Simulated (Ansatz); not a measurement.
Runs of Ansatz 0.2.0 on Rb. The structure is tetragonal, space group I4/mmm (No. 139). The conventional cell has a = 5.909 Å, b = 5.909 Å, c = 5.462 Å, α = 90.00°, β = 90.00°, γ = 90.00°. This isn't the form of Rb at room conditions, which is bcc.

```tsv
level	cutoff (eV)	gap on the mesh (eV)	pressure (GPa)
HSE06	420	none	0.0
PBE0	420	none	0.0
PBEsol	420	none	-0.2
r2SCAN0	500	none	(a)
LDA	420	none	-0.4
r2SCAN	500	none	0.0
```

Alike in all rows: task projected density of states; potentials or basis Ansatz PAW; no spin polarisation; cell as given; k mesh 4 × 4 × 4; smearing fermi-dirac 0.05 eV; the mesh is coarse, so values aren't converged.

Question: Fill in the values left out.

Answer: (a) 0.1.

Caveats: all runs use coarse meshes; the PAW data sets come from PBE, with cores solved anew for the run's functional, which leaves a small shift of forces and pressure; the density of states is complete only up to the lowest level of the last band computed; the thresholds are loose for stress (some runs).

A k mesh can miss the band edges, and the runs leave out spin-orbit coupling on Rb.

A gap of «none» marks a metal or a gap under the smearing width.
